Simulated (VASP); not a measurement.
# PtSe2: vibrations by finite differences with PBE+D3(BJ)

The system is PtSe2.

```xyz
3
Lattice="3.7513 0.0000 0.0000 -1.8756 3.2487 0.0000 0.0000 0.0000 4.9839" Properties=species:S:1:pos:R:3 pbc="T T T"
Pt    0.0000    0.0000    0.0000
Se    0.0000    2.1658    1.2937
Se    1.8756    1.0829    3.6902
```

```
Program                : VASP 6.6.1
Task                   : vibrations by finite differences
Functional             : PBE
Dispersion             : D3(BJ)
Potentials or basis    : VASP PAW PBE potentials, release 64 (Pt, Se)
Cutoff                 : 520 eV
k mesh                 : 9 × 9 × 6
Occupations            : gaussian, width 0.02 eV
Spin                   : no spin polarisation
Further INCAR settings : ALGO = Normal; EDIFF = 1e-08; NBANDS = 18; IBRION = 6; POTIM = 0.015; NSW = 1
```

| Quantity | Value |
| --- | --- |
| Highest phonon frequency at Γ | 219 cm⁻¹ |
| Dispersion energy per atom | -0.478 eV |

Phonon frequencies in cm⁻¹ (negative: imaginary):
```csv
q point,frequencies
"(0.000, 0.000, 0.000)",0 0 0 165 165 203 213 213 219
```

Wall time 2.9 min on 4 MPI ranks on Intel(R) Xeon(R) Platinum 8259CL CPU @ 2.50GHz (Skylake/Cascade Lake), with other jobs on the host, peak memory 0.53 GiB a rank.

 The run has no spin-orbit coupling, so splittings on Pt are missing.
